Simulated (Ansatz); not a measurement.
# Ti6Al6H: the cost of one run

Computed with Ansatz 0.2.0 (DFT PBE, scalar-relativistic, plane waves, PAW, unless a step's input says otherwise).

1 further run of the same task is left out (set aside as unsound or not needed).

### Step 1. Starting point

Symmetry: Pm, No. 6, monoclinic system. The conventional cell has a = 4.958 Å, b = 5.644 Å, c = 20.187 Å, α = 90.00°, β = 90.00°, γ = 90.00°. Around Ti (site symmetry 1) lie 3 Ti at 2.78 to 2.82 Å and 6 Al at 2.84 to 2.85 Å. Al (site symmetry m) has 3 Al at 2.77 to 2.82 Å and 6 Ti at 2.85 to 2.86 Å as nearest neighbours. Around Ti (site symmetry 1) lie 4 Ti at 2.74 to 2.82 Å and 8 Al at 2.84 to 2.91 Å. Al (site symmetry m) has 4 Al at 2.77 to 2.87 Å and 8 Ti at 2.80 to 2.86 Å as nearest neighbours. Around Ti (site symmetry 1) lie 3 Ti at 2.74 to 2.82 Å and 6 Al at 2.80 to 2.87 Å. Al (site symmetry m) has 1 H at 1.52 Å as nearest neighbours. Only part of the 10 independent sites is listed.

Coordinates:

```xyz
13
Lattice="5.6437 0.0000 0.0000 0.0000 4.9580 0.0000 0.0000 0.0000 20.1872" Properties=species:S:1:pos:R:3 pbc="T T T"
Ti    0.0000    1.6061    4.0000
Ti    2.8219    1.6061    4.0000
Al    1.4109    4.0851    4.0000
Al    4.2328    4.0851    4.0000
Ti    0.0000    3.1615    6.3056
Ti    2.8219    3.1615    6.3056
Al    1.4109    0.6950    6.2848
Al    4.2328    0.6950    6.2848
Ti    0.0000    4.7572    8.5305
Ti    2.8219    4.7572    8.5305
Al    1.4109    2.2635    8.6872
Al    4.2328    2.2635    8.6872
H     1.4109    2.2635   10.2072
```

This is the geometry of the first run shown, built on a cell relaxed beforehand with the same method.

### Step 2. What is varied

Atoms count from 1 in the order of the input.

H is moved over the surface cell; relaxed at each place: the height of the adsorbate's atoms; substrate rigid; the origin of the map has the adsorbate above Al11.

- position of H13 along the first surface vector, from above Al11: 6 values from 0.000 to 0.833, periodic
- position of H13 along the second surface vector, from above Al11: 6 values from 0.000 to 0.833, periodic

Relaxed at each point: the height of the adsorbate's atoms; substrate rigid. Points are written as (first, second).

The two vectors of the plane (Å): (2.822, 0.000, 0.000); (0.000, 4.958, 0.000).

### Step 3. Grid point (0/6, 0/6) of the map's two axes

File input.yaml:

```yaml
crystal:
  lattice:
    - [5.6437148484, 0.0, 0.0]
    - [0.0, 4.9580382204, 0.0]
    - [0.0, 0.0, 20.1871504474]
  atoms:
    - { symbol: Ti, position: [0.0, 0.32392942, 0.1981458458] }
    - { symbol: Ti, position: [0.5, 0.32392942, 0.1981458458] }
    - { symbol: Al, position: [0.25, 0.82392942, 0.1981458458] }
    - { symbol: Al, position: [0.75, 0.82392942, 0.1981458458] }
    - { symbol: Ti, position: [0.0, 0.6376472306, 0.3123548628] }
    - { symbol: Ti, position: [0.5, 0.6376472306, 0.3123548628] }
    - { symbol: Al, position: [0.25, 0.140167878, 0.3113266804] }
    - { symbol: Al, position: [0.75, 0.140167878, 0.3113266804] }
    - { symbol: Ti, position: [0.0, 0.9594831303, 0.4225709853] }
    - { symbol: Ti, position: [0.5, 0.9594831303, 0.4225709853] }
    - { symbol: Al, position: [0.25, 0.4565330473, 0.4303306933] }
    - { symbol: Al, position: [0.75, 0.4565330473, 0.4303306933] }
    - { symbol: H, position: [0.25, 0.4565330473, 0.5056261147] }
basis:
  ecutwfc: 420
kpoints:
  mp_grid: { grid: [5, 6, 1] }
hamiltonian:
  xc: pbe
  pseudopotentials: { kind: paw, azcp: { folder: soft_1 } }
scf:
  occupations: { method: gaussian, width: 0.1 }
output:
  forces: true
  eigenvalues: true
  write_density: true
  write_potential: true
  elf: true
  volumetric_format: npy
relax:
  adjacent_minimum: "off"
  f_tol: 0.025
  max_steps: 16
  constraints:
    - { sites: [0, 1, 2, 3, 4, 5, 6, 7, 8, 9, 10, 11] }
    - { sites: [12], fix: xy }
efield:
  axis: 3
  dipole_correction: true
  ramp_width: 0.04
```

On the command line:

```console
$ ansatz run input.yaml --threads 4 --pin off --max-ram 12288MiB --backend cpu --events-out ev --progress --plain --runs-dir out
```

What time and memory should one allow on 4 threads of Intel Xeon Platinum 8488C (Sapphire Rapids), shared host?

About 40 s, with a peak of 1.2 GiB.
